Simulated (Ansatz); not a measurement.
HgTe under changes of volume

One of the cells (28.929 Å³/atom); the others are scaled copies at fixed shape and fractional positions:

```
Hg Te
1.0
    -3.04560    3.04560    1.55941
     3.04560   -3.04560    1.55941
     3.04560    3.04560   -1.55941
Hg Te
1 1
Direct
  0.75000 0.25000 0.50000
  0.00000 0.00000 0.00000
```

Measurements of this composition are mostly on another form, of space group No. 216.

```yaml
Program: Ansatz 0.2.0
Functional: r2SCAN
Potentials_or_basis: Ansatz PAW
Cutoff: "500 eV (not typed: the program's choice for these potentials)"
k_mesh: 10 × 10 × 10
Occupations: fermi-dirac, width 0.05 eV
Spin: no spin polarisation
```

| volume (Å³/atom) | energy over the lowest point (meV/atom) | pressure (GPa) |
| --- | --- | --- |
| 27.193 | 5.96 | 1.9 |
| 27.772 | 1.06 | 0.8 |
| 28.351 | 0.00 | -0.2 |
| 28.929 | ? | ? |
| 29.508 | 7.59 | -1.9 |
| 30.086 | 15.49 | -2.5 |
| 30.665 | 25.72 | -3.1 |

What does the run at 28.929 Å³/atom give?

Energy over the lowest point 2.31 meV/atom; pressure -1.1 GPa.

Worked out: A Birch-Murnaghan fit of order 3 (a polynomial in V^(-2/3)) to the other rows has its minimum at 28.23 Å³/atom with B0 = V·E''(V) = 47 GPa and B' = 5.1 at fixed shape and positions, which overstates the stiffness. It gives 2.30 meV/atom at 28.929 Å³/atom, against the run's 2.31, and -dE/dV = -1.1 GPa, against -1.1.

Energies are extrapolated to zero smearing.

Caveats: the PAW data sets come from PBE, with cores solved anew for the run's functional, which leaves a small shift of forces and pressure.
